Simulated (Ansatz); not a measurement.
**ZnSe (F-43m): cell relaxations under several functionals in Python**

Wanted for ZnSe (F-43m): cell relaxations under several functionals.

Computed with Ansatz 0.2.0, driven from Python. The levels of theory stand in the script.

## Step 1: Starting point

The structure is cubic, space group F-43m (No. 216). The conventional cell has a = 5.668 Å, b = 5.668 Å, c = 5.668 Å, α = 90.00°, β = 90.00°, γ = 90.00°. Zn (site symmetry -43m) is surrounded by 4 Se at 2.45 Å. Around Se (site symmetry -43m) lie 4 Zn at 2.45 Å.

No structure file is read: the coordinates are typed or built in the script.

## Step 2: The script

znse_lattice.py

```python
"""Relaxed cell of ZnSe under several functionals."""

import ansatz as az
import numpy as np

def edges_and_angles(cell):
    cell = np.asarray(cell)
    a, b, c = np.linalg.norm(cell, axis=1)
    cosines = cell[1] @ cell[2] / (b * c), cell[0] @ cell[2] / (a * c), cell[0] @ cell[1] / (a * b)
    return (a, b, c, *np.degrees(np.arccos(cosines)))

znse = (
    az.Lattice.of((0.0, 2.8338, 2.8338), (2.8338, 0.0, 2.8338), (2.8338, 2.8338, 0.0))
    .atom("Zn", (0.0, 0.0, 0.0))
    .atom("Se", (0.25, 0.25, 0.25))
)

model = znse.calculation()
model = model.kpoints(7)
model = model.occupations("fixed")
model = model.relax(cell=True)

levels = [("pbe", "d3bj"), ("revpbe", "d3bj"), ("pbe", "d4")]
print("level            a       b       c    alpha   beta  gamma  V/atom  steps")
for name, dispersion in levels:
    seen = []
    run = model.functional(name, dispersion=dispersion).session().plan()
    res = run.execute(on_event=lambda e: seen.append(e) if e["event"] == "relax_step" else None)
    cell = res.lattice.cell_ang
    label = name if dispersion == "none" else f"{name}+{dispersion}"
    print("{:13s} {:7.4f} {:7.4f} {:7.4f} {:6.2f} {:6.2f} {:6.2f}".format(label, *edges_and_angles(cell)), f"{abs(np.linalg.det(cell)) / len(res.lattice.sites):7.3f} {len(seen):5d}")
```

## Step 3: The calls as engine input

The package turns the script's settings into the engine's input (first run):

```yaml
crystal:
  lattice:
    - [0.0, 2.8338, 2.8338]
    - [2.8338, 0.0, 2.8338]
    - [2.8338, 2.8338, 0.0]
  atoms:
    - { symbol: Zn, position: [0.0, 0.0, 0.0] }
    - { symbol: Se, position: [0.25, 0.25, 0.25] }
kpoints:
  mp_grid:
    grid: [7, 7, 7]
hamiltonian:
  xc: pbe
  dispersion: d3bj
scf:
  occupations:
    method: fixed
relax:
  cell: {}
```

## Step 4: The run

The run is started by

```
python znse_lattice.py
```

**Question.** Rank the levels of theory by the volume of the relaxed cell.

As calculated:

| quantity | value |
| --- | --- |
| runs compared | 3 |
| relaxed volume | 22.27 (revpbe d3bj) to 22.65 Å³/atom (pbe d4) |
| gap on the mesh | 1.31 (run 3) to 1.50 eV (run 2) |

What this shows: From smallest to largest: revPBE+D3BJ (22.27 Å³ an atom, -2.1 % against the start), PBE+D3BJ (22.61 Å³ an atom, -0.7 % against the start) and PBE+D4 (22.65 Å³ an atom, -0.5 % against the start). The spread is 1.7 % in volume. In run 1, over 2 moves the cell shrank by 0.7 % in volume, and the space group stayed F-43m. In run 3, over 2 moves the cell shrank by 0.5 % in volume, and the space group stayed F-43m. Notes:
- Forces vanish by symmetry, so the ions can't move, and the end may be a saddle.
- Edges and angles that the script prints are those of the cell as typed, here a primitive one.
